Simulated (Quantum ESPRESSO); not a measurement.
In:

```
CELL_PARAMETERS angstrom
-1.62547 1.62547 2.47370
1.62547 -1.62547 2.47370
1.62547 1.62547 -2.47370
ATOMIC_POSITIONS crystal
In 0.00000 0.00000 0.00000
```

```yaml
Program: Quantum ESPRESSO 7.5
Task: phonons
Functional: PBE
Potentials_or_basis: PseudoDojo 0.4.1 SR PBE standard
Cutoff: 952 eV
Density_cutoff: 3810 eV
k_mesh: 8 × 8 × 8, shifted
Occupations: gaussian, width 0.272 eV
Spin: no spin polarisation
Mixing_beta: 0.5
Most_SCF_iterations: 120
SCF_threshold: 2e-10 Ry
```

The cell and the atoms were relaxed first, to 27.58 Å³/atom (a = 3.446 Å, b = 3.446 Å, c = 3.446 Å, α = 122.83°, β = 122.83°, γ = 85.16°), and the response was taken there.

At X the frequencies are 47 71 105 cm⁻¹, at a pressure of 0.1 GPa.

How do the modes respond when the cell is scaled evenly, at fixed shape?

The highest mode has a Grüneisen parameter of 2.29. None of the listed modes softens on compression. Real pressure also changes the shape of this cell, most of all in layered crystals, so these aren't the shifts under hydrostatic load.

Frequencies at 99 % and 101 % of the volume (pressures 0.4 and -0.3 GPa), ions relaxed:
```
mode  99 % (cm⁻¹)  101 % (cm⁻¹)  Grüneisen parameter
   1         48.3          46.5                 1.88
   2         72.3          69.4                 2.06
   3        107.3         102.5                 2.29
```

Modes are matched by their order; those that don't vary smoothly over the three volumes are left out.

Caveat: the k mesh is coarse; the mesh is thin for the phonons of a metal.
